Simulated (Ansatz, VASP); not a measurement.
## Two plane-wave programs on AlGaN2

INCAR

```
ALGO     = Normal         # electronic algorithm
EDIFF    = 1E-7           # SCF threshold, eV
ENCUT    = 520            # plane-wave cutoff, eV
GGA      = CA             # functional
ISIF     = 2              # what is computed and relaxed
ISMEAR   = 0              # smearing method
LASPH    = T              # aspherical terms in the spheres
LCHARG   = T              # write CHGCAR
LELF     = T              # ELF
LREAL    = F              # projectors in reciprocal space
LVHAR    = T            
LWAVE    = F              # write WAVECAR
NBANDS   = 21             # bands
NELM     = 80             # most SCF steps
PREC     = Accurate       # precision mode
SIGMA    = 0.05           # smearing width, eV
```

The input KPOINTS:

```
k-points
0
Gamma
  8 8 6
```

Contents of POSCAR:

```
AlGaN2
1.0
    3.1408770487      0.0000000000      0.0000000000
    0.0000000000      3.1408770487      0.0000000000
    0.0000000000      0.0000000000      4.4238379400
Al Ga N
1 1 2
Direct
    0.5000000000      0.5000000000      0.5000000000
    0.0000000000      0.0000000000      0.0000000000
    0.5000000000      0.0000000000      0.7179204843
    0.0000000000      0.5000000000      0.2820795157
```

Input for Ansatz:

```yaml
crystal:
  lattice:
    - [3.1408770487, 0.0, 0.0]
    - [0.0, 3.1408770487, 0.0]
    - [0.0, 0.0, 4.42383794]
  atoms:
    - { symbol: Al, position: [0.5, 0.5, 0.5] }
    - { symbol: Ga, position: [0.0, 0.0, 0.0] }
    - { symbol: "N", position: [0.5, 0.0, 0.7179204843] }
    - { symbol: "N", position: [0.0, 0.5, 0.2820795157] }
basis:
  ecutwfc: 420
kpoints:
  mp_grid: { grid: [8, 8, 6] }
hamiltonian:
  xc: lda
scf:
  occupations: { method: gaussian, width: 0.05 }
output:
  forces: true
  stress: true
  eigenvalues: true
```

Change from the starting cell: mode 12 (682.2 1/cm) frozen in, largest displacement -0.090 Å.

Alike in both runs: task single point; functional LDA; k mesh 8 × 8 × 6; occupations gaussian, width 0.05 eV; no spin polarisation.

|  | VASP | Ansatz |
| --- | --- | --- |
| version | VASP 6.6.1 | Ansatz 0.2.0 |
| potentials or method | VASP PAW LDA potentials, release 64 (Al, Ga_d, N) | scalar-relativistic, plane waves, PAW |
| plane-wave cutoff (eV) | 520 | 420 |
| valence electrons in the cell | 26 | 26 |

```csv
,VASP,Ansatz,Ansatz less VASP
gap on the k mesh at the Fermi level (eV),2.67,2.66,-0.011
least direct gap on the mesh (eV),2.67,2.66,-0.011
pressure (GPa),-2.8,-3.6,-0.80
largest component of the traceless stress (GPa),2.89,2.91,+0.020
rms of the force components (eV/Å),0.940,0.943,+0.0033
```

Atom by atom the forces differ by 0.003 eV/Å (rms over components).

Caveats: forces of over 1 eV/Å show positions far from the minimum, so gaps and moduli don't describe the material at rest. A k mesh can miss the band edges.
